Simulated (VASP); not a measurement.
Wanted: the native input for a VASP 6.6.1 run.

```yaml
Task: single point
Functional: PBEsol
Potentials_or_basis: VASP PAW PBE potentials, release 64 (Mg, F)
Cutoff: 520 eV
k_mesh: 8 × 8 × 12
Occupations: gaussian, width 0.02 eV
Spin: no spin polarisation
Further_INCAR_settings: ALGO = Fast; EDIFF = 1e-06
```

The structure of MgF2 lies in POSCAR:

```
MgF2
1.0
    4.6190100000      0.0000000000      0.0000000000
    0.0000000000      4.6267800000      0.0000000000
    0.0000000000      0.0000000000      3.0516200000
Mg F
2 4
Direct
    0.5000000000      0.5000000000      0.5000000000
    0.0000000000      0.0000000000      0.0000000000
    0.8030000000      0.1967300000      0.5000000000
    0.1970000000      0.8032700000      0.5000000000
    0.3030000000      0.3032700000      0.0000000000
    0.6970000000      0.6967300000      0.0000000000
```

The cell comes from a database or a generator and needn't be the stable form of this composition.

These files were run (other wordings do the same):

INCAR

```
SYSTEM = MgF2
ALGO     = Fast           ! electronic algorithm
EDIFF    = 1E-6           ! SCF threshold, eV
ENCUT    = 520            ! plane-wave cutoff, eV
GGA      = PS             ! functional
ISIF     = 2              ! what is computed and relaxed
ISMEAR   = 0              ! smearing method
LASPH    = .True.         ! aspherical terms in the spheres
LCHARG   = .False.        ! write CHGCAR
LREAL    = .False.        ! projectors in reciprocal space
LWAVE    = .False.        ! write WAVECAR
NELM     = 100            ! most SCF steps
PREC     = Accurate       ! precision mode
SIGMA    = 0.02           ! smearing width, eV
```

KPOINTS

```
k-points
0
Gamma
  8 8 12
  0 0 0
```

Potentials or basis: VASP PAW PBE potentials, release 64 (Mg, F).

The run is started by

```bash
$ cat potpaw_PBE.64/Mg/POTCAR potpaw_PBE.64/F/POTCAR > POTCAR
$ mpirun -np 1 vasp_std > vasp.out
```

It gave:

The pressure is 0.2 GPa and the largest force is 0.004 eV/Å. The band gap on the k mesh is 6.93 eV, direct.

Caveat: the PAW data sets were made with another functional, which shifts forces and pressure a little.

Wall time 2.2 min on 1 thread of Intel(R) Xeon(R) Platinum 8488C (Sapphire Rapids), with other jobs on the host, peak memory 0.31 GiB.
